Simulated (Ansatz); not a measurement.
Crystal: Li.

```
Li
1.0
    -1.75465    1.75465    1.75465
     1.75465   -1.75465    1.75465
     1.75465    1.75465   -1.75465
Li
1
Direct
  0.00000 0.00000 0.00000
```

```yaml
Program: Ansatz 0.2.0
Task: single point
Functional: PBEsol
Potentials_or_basis: Ansatz PAW
Cutoff: "420 eV (not typed: the program's choice for these potentials)"
k_mesh: 11 × 11 × 11
Occupations: fermi-dirac, width 0.05 eV
Spin: no spin polarisation
```

On this cell: pressure -0.8 GPa; band gap on the k mesh none (metal or under the smearing width).

The same run follows on a disturbed copy (cell strained at random at fixed volume):

```
Li
1.0
    -1.73329    1.76667    1.73520
     1.72839   -1.79094    1.75457
     1.74318    1.80083   -1.75947
Li
1
Direct
  0.98842 0.00844 0.97647
```

Question: What does the disturbed cell give?

Answer: The energy (extrapolated to zero smearing) moves by +0.2 meV/atom; pressure -0.8 GPa; band gap on the k mesh none (metal or under the smearing width).

Stress tensor (GPa, compression positive):
```
-0.78 -0.07  0.02
-0.07 -0.88  0.19
 0.02  0.19 -0.79
```
